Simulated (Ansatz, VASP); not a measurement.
Ba in VASP and in Ansatz

INCAR

```
SYSTEM = Ba
PREC = Accurate
ENCUT = 520
EDIFF = 1E-6
ISMEAR = -1
SIGMA = 0.05
LREAL = .False.
LASPH = .True.
NELM = 100
ALGO = Normal
ISIF = 2
LWAVE = .False.
LCHARG = .False.
GGA = PE
NBANDS = 11
```

The input KPOINTS:

```
Automatic mesh
0
Gamma
  10 10 10
  0 0 0
```

File POSCAR:

```
Ba
1.0
   -2.5253813615      2.5253813615      2.4500000000
    2.5253813615     -2.5253813615      2.4500000000
    2.5253813615      2.5253813615     -2.4500000000
Ba
1
Direct
    0.0000000000      0.0000000000      0.0000000000
```

Input for Ansatz:

```yaml
crystal:
  lattice:
    - [-2.5253813615, 2.5253813615, 2.45]
    - [2.5253813615, -2.5253813615, 2.45]
    - [2.5253813615, 2.5253813615, -2.45]
  atoms:
    - { symbol: Ba, position: [0.0, 0.0, 0.0] }
kpoints:
  mp_grid: { grid: [10, 10, 10] }
scf:
  occupations: { method: fermi_dirac, width: 0.05 }
hamiltonian:
  xc: pbe
  pseudopotentials: { kind: all_electron, lapw: { basis_error: 0.0005 } }
output:
  forces: true
  stress: true
  eigenvalues: true
```

Change from the starting cell: z stretched by -2 % at fixed volume.

Alike in both runs: task single point; functional PBE; k mesh 10 × 10 × 10; occupations fermi-dirac, width 0.05 eV; no spin polarisation.

```csv
,VASP,Ansatz
version,VASP 6.6.1,Ansatz 0.2.0
potentials or method,"VASP PAW PBE potentials, release 64 (Ba_sv)","all-electron LAPW, scalar-relativistic"
plane-wave cutoff (eV),520,see its input
```

VASP gave:

| Item | Value |
| --- | --- |
| pressure (GPa) | 0.2 |
| largest component of the traceless stress (GPa) | 0.11 |

**Question.** Which values does Ansatz return?

**Answer.** Pressure (GPa): 0.1; largest component of the traceless stress (GPa): 0.11.

Ansatz ran all-electron here, so the differences hold the error of VASP's frozen core and of both bases.

The runs have no spin-orbit coupling, so splittings on Ba are missing.
